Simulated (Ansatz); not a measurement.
## CaF$_{2}$: do energies and stresses tell the same story?

These are results of Ansatz 0.2.0, DFT r2SCAN, scalar-relativistic, plane waves, PAW, not measurements.

Settings: cutoff 500 eV, Γ-centred mesh 8×8×8 on the computed 3-atom cell, Gaussian smearing of 0.02 eV; no spin polarisation.

Relaxed cell: Fm-3m, a = 5.439 Å, b = 5.439 Å, c = 5.439 Å, α = 90.00°, β = 90.00°, γ = 90.00°, 3 atoms in the primitive cell.

Energies at zero smearing and pressures from the stress tensor, at volumes with shape and atoms relaxed:
```tsv
V (Å³/atom)	E − E(first) (meV/atom)	P (GPa)
12.603	0.00	6.39
13.005	-11.58	2.94
13.408	-15.19	0.01
13.810	-12.03	-2.46
14.212	-3.14	-4.56
```

Q: Check P = −dE/dV between neighbouring volumes, and get the bulk modulus from the pressures alone.

A: With 1 eV/Å³ = 160.2 GPa:
```json
{"middle V (Å³/atom)": "12.804", "−ΔE/ΔV (GPa)": "4.614", "mean P (GPa)": "4.662"}
{"middle V (Å³/atom)": "13.207", "−ΔE/ΔV (GPa)": "1.438", "mean P (GPa)": "1.476"}
{"middle V (Å³/atom)": "13.609", "−ΔE/ΔV (GPa)": "-1.261", "mean P (GPa)": "-1.225"}
{"middle V (Å³/atom)": "14.011", "−ΔE/ΔV (GPa)": "-3.539", "mean P (GPa)": "-3.514"}
```

The two differ by 0.05 GPa at most. The mean of two end pressures misses the average over a step by about ΔV² P″/12, up to 0.05 GPa here; with that taken off 0.00 GPa remains. Around V = 13.408 Å³/atom, the two neighbours give B = −V ΔP/ΔV = 13.408 × 5.40 / 0.804 = 90.0 GPa, against B0 = 89.5 GPa from the Birch–Murnaghan fit of the energies.